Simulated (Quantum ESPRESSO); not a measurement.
# AlP(110), H on both faces: a series in the number of layers, part 10 of 12

What law, if any, do the results for AlP(110), H on both faces follow against the number of layers?

Quantum ESPRESSO 7.5; plane-wave DFT, PBE, GBRV ultrasoft pseudopotentials.

So far. Step 11 (Relaxing the ions, 4 layers): The relaxation lowers the energy by 10 meV an atom. Step 14 (Relaxation with pw.x, 9 layers): The relaxation lowers the energy by 6 meV an atom.

The structure was built from a prototype and need not be the compound's stable phase.

**15. Ground state, 9 layers**

m6.f0.in

```
&control
  prefix = 'm6.f0'
  outdir = './out'
  pseudo_dir = './pseudo'
  calculation = 'scf'
  tprnfor = .true.
  tefield = .true.
  dipfield = .true.
/
&system
  ibrav = 0
  nat = 22
  ntyp = 3
  ecutwfc = 40
  ecutrho = 200
  occupations = 'smearing'
  smearing = 'fd'
  degauss = 0.002
  edir = 3
  emaxpos = 0.97
  eopreg = 0.04
  eamp = 0.0
  nbnd = 42
/
&electrons
  conv_thr = 1e-09
  mixing_beta = 0.4
  electron_maxstep = 120
  mixing_mode = 'plain'
/
ATOMIC_SPECIES
  H   1.0080  h_pbe_v1.4.uspp.F.UPF
  Al  26.9815  al_pbe_v1.uspp.F.UPF
  P   30.9738  p_pbe_v1.5.uspp.F.UPF
CELL_PARAMETERS angstrom
  5.50329919300000 0.00000000000000 0.00000000000000
  0.00000000000000 3.89386087700000 0.00000000000000
  0.00000000000000 0.00000000000000 34.12829606775356
ATOMIC_POSITIONS crystal
  H   0.825091515100 0.000000000000 0.231025810500
  H   0.393765856100 0.500000000000 0.240675355400
  Al  -0.009599442400 0.000000000000 0.269441676300
  P   0.241459685200 0.500000000000 0.274484006700
  Al  0.507593932900 0.500000000000 0.329688493000
  P   0.756294629500 0.000000000000 0.328659869500
  Al  0.004537971800 0.000000000000 0.385773584500
  P   0.254039026400 0.500000000000 0.386123803600
  Al  0.504197981400 0.500000000000 0.443057322100
  P   0.754191644700 0.000000000000 0.442878555900
  Al  0.003806193700 0.000000000000 0.500000000000
  P   0.253709171500 0.500000000000 0.500000000000
  Al  0.504197981400 0.500000000000 0.556942677900
  P   0.754191644700 0.000000000000 0.557121444100
  Al  0.004537971800 0.000000000000 0.614226415500
  P   0.254039026400 0.500000000000 0.613876196400
  Al  0.507593932900 0.500000000000 0.670311507000
  P   0.756294629500 0.000000000000 0.671340130500
  Al  -0.009599442400 0.000000000000 0.730558323700
  P   0.241459685200 0.500000000000 0.725515993300
  H   0.393765856100 0.500000000000 0.759324644600
  H   0.825091515100 0.000000000000 0.768974189500
K_POINTS automatic
  4 4 1 0 0 0
```

The run is started by

```bash
OMP_NUM_THREADS=1 mpirun -n 4 pw.x -nk 1 -in m6.f0.in > m6.f0.out
```

Log:

```text
[banner, memory and clock lines left out]
Program PWSCF v.7.5 starts
[...]
number of electrons       =        76.00
     number of Kohn-Sham states=           42
     kinetic-energy cutoff     =      40.0000  Ry
     charge density cutoff     =     200.0000  Ry
[...]
number of k points=    10  Fermi-Dirac smearing, width (Ry)=  0.0020
[...]
Dense  grid:   235909 G-vectors     FFT dimensions: (  48,  36, 300)
[...]
negative rho (up, down):  3.731E-04 0.000E+00
[...]
Starting wfcs are   76 randomized atomic wfcs
[...]
negative rho (up, down):  3.888E-04 0.000E+00
[...]
estimated scf accuracy    <       1.02195120 Ry
[...]
negative rho (up, down):  4.632E-04 0.000E+00
[...]
estimated scf accuracy    <       0.18884274 Ry
[...]
negative rho (up, down):  6.061E-04 0.000E+00
[...]
estimated scf accuracy    <       0.02158640 Ry
[...]
negative rho (up, down):  6.672E-04 0.000E+00
[...]
estimated scf accuracy    <       0.00161441 Ry
[...]
negative rho (up, down):  6.946E-04 0.000E+00
[...]
estimated scf accuracy    <       0.00090126 Ry
[...]
negative rho (up, down):  7.081E-04 0.000E+00
[...]
estimated scf accuracy    <       0.00012210 Ry
[...]
negative rho (up, down):  7.162E-04 0.000E+00
[...]
estimated scf accuracy    <       0.00006870 Ry
[...]
negative rho (up, down):  7.213E-04 0.000E+00
[...]
estimated scf accuracy    <       0.00000790 Ry
[...]
negative rho (up, down):  7.249E-04 0.000E+00
[...]
estimated scf accuracy    <       0.00000137 Ry
[...]
negative rho (up, down):  7.265E-04 0.000E+00
[...]
estimated scf accuracy    <       0.00000054 Ry
[...]
negative rho (up, down):  7.273E-04 0.000E+00
[...]
estimated scf accuracy    <       0.00000006 Ry
[...]
negative rho (up, down):  7.278E-04 0.000E+00
[...]
estimated scf accuracy    <       0.00000002 Ry
[...]
negative rho (up, down):  7.281E-04 0.000E+00
[...]
estimated scf accuracy    <          3.8E-09 Ry
[...]
negative rho (up, down):  7.283E-04 0.000E+00
[...]
Total length         61.9134 bohr
[...]
estimated scf accuracy    <          2.2E-09 Ry
[...]
negative rho (up, down):  7.285E-04 0.000E+00
[...]
Computed dipole along edir(3) :
        Dipole                0.0000 Ry au,          0.0000 Debye
        Dipole field          0.0000 Ry au,
        Potential amp.       -0.0000 Ry
        Total length         61.9134 bohr
[...]
the Fermi energy is     0.9123 ev
!    total energy              =    -205.42719068 Ry
     estimated scf accuracy    <          6.1E-10 Ry
     smearing contrib. (-TS)   =      -0.00000000 Ry
     internal energy E=F+TS    =    -205.42719068 Ry
[...]
one-electron contribution =   -2122.91040649 Ry
     hartree contribution      =    1081.28385230 Ry
     xc contribution           =     -94.69935151 Ry
     ewald contribution        =     930.89871503 Ry
     electric field correction =       0.00000000 Ry
     convergence has been achieved in  15 iterations
     negative rho (up, down):  7.285E-04 0.000E+00
[...]
Total force =     0.001513     Total SCF correction =     0.000057
[...]
```

It took 1.9 min on 4 MPI ranks of Arm Neoverse V1, shared host; peak memory 1.2 GiB; 7.5 min of CPU time.

Numbers from this step:

- Fermi energy: 0.9123 eV
- dipole along the normal: 0 e·Å
- valence top, on the run's zero: -0.2041 eV
- conduction bottom, on the run's zero: 1.606 eV
- gap by band count: 1.810 eV

**16. Self-consistent run, 9 layers: field 0.1 V/Å**

m6.f1.in is the input of step 15 with these lines changed:

```diff
@@ -1,3 +1,3 @@
 &control
-  prefix = 'm6.f0'
+  prefix = 'm6.f1'
   outdir = './out'
@@ -21,3 +21,3 @@
   eopreg = 0.04
-  eamp = 0.0
+  eamp = 0.00194469
   nbnd = 42
@@ -29,2 +29,3 @@
   mixing_mode = 'plain'
+  startingpot = 'file'
 /
```

The run is started by

```bash
cp -r out/m6.f0.save out/m6.f1.save
OMP_NUM_THREADS=1 mpirun -n 4 pw.x -nk 1 -in m6.f1.in > m6.f1.out
```

Log:

```text
[banner, memory and clock lines left out]
Program PWSCF v.7.5 starts
[...]
number of electrons       =        76.00
     number of Kohn-Sham states=           42
     kinetic-energy cutoff     =      40.0000  Ry
     charge density cutoff     =     200.0000  Ry
[...]
number of k points=    10  Fermi-Dirac smearing, width (Ry)=  0.0020
[...]
Dense  grid:   235909 G-vectors     FFT dimensions: (  48,  36, 300)
[...]
The initial density is read from file :
[...]
negative rho (up, down):  7.285E-04 0.000E+00
[...]
Starting wfcs are   76 randomized atomic wfcs
[...]
negative rho (up, down):  7.274E-04 0.000E+00
[...]
estimated scf accuracy    <       0.03693468 Ry
[...]
negative rho (up, down):  7.277E-04 0.000E+00
[...]
estimated scf accuracy    <       0.19174325 Ry
[...]
negative rho (up, down):  7.279E-04 0.000E+00
[...]
estimated scf accuracy    <       0.00062389 Ry
[...]
negative rho (up, down):  7.281E-04 0.000E+00
[...]
estimated scf accuracy    <       0.00004825 Ry
[...]
negative rho (up, down):  7.281E-04 0.000E+00
[...]
estimated scf accuracy    <       0.00001464 Ry
[...]
negative rho (up, down):  7.282E-04 0.000E+00
[...]
estimated scf accuracy    <       0.00000365 Ry
[...]
negative rho (up, down):  7.284E-04 0.000E+00
[...]
estimated scf accuracy    <       0.00000025 Ry
[...]
negative rho (up, down):  7.284E-04 0.000E+00
[...]
estimated scf accuracy    <       0.00000010 Ry
[...]
negative rho (up, down):  7.284E-04 0.000E+00
[...]
estimated scf accuracy    <       0.00000001 Ry
[...]
negative rho (up, down):  7.284E-04 0.000E+00
[...]
estimated scf accuracy    <          1.1E-09 Ry
[...]
negative rho (up, down):  7.283E-04 0.000E+00
[...]
Computed dipole along edir(3) :
        Dipole                0.3685 Ry au,          0.9366 Debye
        Dipole field          0.0009 Ry au,
        E field amplitude [Ha a.u.]:  1.9447E-03
        Potential amp.        0.1246 Ry
        Total length         61.9134 bohr
[...]
the Fermi energy is     0.9374 ev
!    total energy              =    -205.42790685 Ry
     estimated scf accuracy    <          6.5E-10 Ry
     smearing contrib. (-TS)   =      -0.00000000 Ry
     internal energy E=F+TS    =    -205.42790685 Ry
[...]
one-electron contribution =   -2122.90994478 Ry
     hartree contribution      =    1081.28367480 Ry
     xc contribution           =     -94.69926441 Ry
     ewald contribution        =     930.89871503 Ry
     electric field correction =      -0.00108749 Ry
     convergence has been achieved in  11 iterations
     negative rho (up, down):  7.283E-04 0.000E+00
[...]
Total force =     0.004993     Total SCF correction =     0.000061
[...]
```

It took 1.7 min on 4 MPI ranks; peak memory 1.2 GiB; 6.8 min of CPU time.

Read from the output:

```
free energy                          : -2794.9891 eV
Fermi energy                         : 0.9374 eV
dipole along the normal              : 0.1950 e·Å
valence top, on the run's zero       : -0.1614 eV
conduction bottom, on the run's zero : 1.619 eV
gap by band count                    : 1.780 eV
```

(Part 10 of 12 ends here.)

[Logs are printed without paths, hosts, clocks, repeated set-up lines and the standing remarks that a program may print on its own settings, such as how far it seeks lower states.]

[Hosts, paths, dates, database ids (printed as entryN), source tags and the programs' standing remarks are cut or masked in the printed files.]

[Maps of the electrostatic potential energy from Ansatz leave out the sawtooth potential of an applied field or a dipole correction, so their vacuum need not be flat; planar profiles and work functions include it.]
